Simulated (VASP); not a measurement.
Write the native input for VASP 6.6.1 that does the following.

```yaml
Task: relaxation of cell and atoms
Functional: PBE
Potentials_or_basis: VASP PAW PBE potentials, release 64 (Al, N)
Cutoff: 520 eV
k_mesh: 18 × 18 × 10
Occupations: gaussian, width 0.02 eV
Spin: no spin polarisation
Further_INCAR_settings: ALGO = Normal; EDIFF = 1e-07; IBRION = 2; EDIFFG = -0.002; NSW = 80; ISIF = 3
```

The structure of AlN lies in POSCAR:

```
AlN                                     
1.0
    3.1285719314      0.0000000000     -0.0000000000
   -1.5642859657      2.7094227681      0.0000000000
   -0.0000000000     -0.0000000000      5.0164576356
  Al              N             
     2     2
Direct
     0.3333333300000021    0.6666666699999979    0.9992574435709494
     0.6666666699999979    0.3333333300000021    0.4992574435709495
     0.3333333300000021    0.6666666699999979    0.3807425564290530
     0.6666666699999979    0.3333333300000021    0.8807425564290532
```

The input as run:

INCAR

```
PREC = Accurate
ENCUT = 520
EDIFF = 1E-7
ISMEAR = 0
SIGMA = 0.02
LREAL = F
LASPH = T
NELM = 100
ALGO = Normal
ISIF = 3
LWAVE = F
LCHARG = F
GGA = PE
IBRION = 2
NSW = 80
EDIFFG = -0.002
KPAR = 4
```

KPOINTS

```
Automatic mesh
0
Gamma
  18 18 10
```

Potentials or basis: VASP PAW PBE potentials, release 64 (Al, N).

Command:

```sh
$ cat potpaw_PBE.64/Al/POTCAR potpaw_PBE.64/N/POTCAR > POTCAR
$ mpirun -np 4 vasp_std > vasp.out
```

It gave:

* Pressure after relaxing: 0.0 GPa
* Band gap on the k mesh: 4.06 eV, direct

Caveat: the relaxation stopped at its first step, so nothing moved.

Run time: 13 s on 4 MPI ranks on Intel(R) Xeon(R) Platinum 8488C (Sapphire Rapids), on a shared host, peak memory 0.22 GiB a rank.
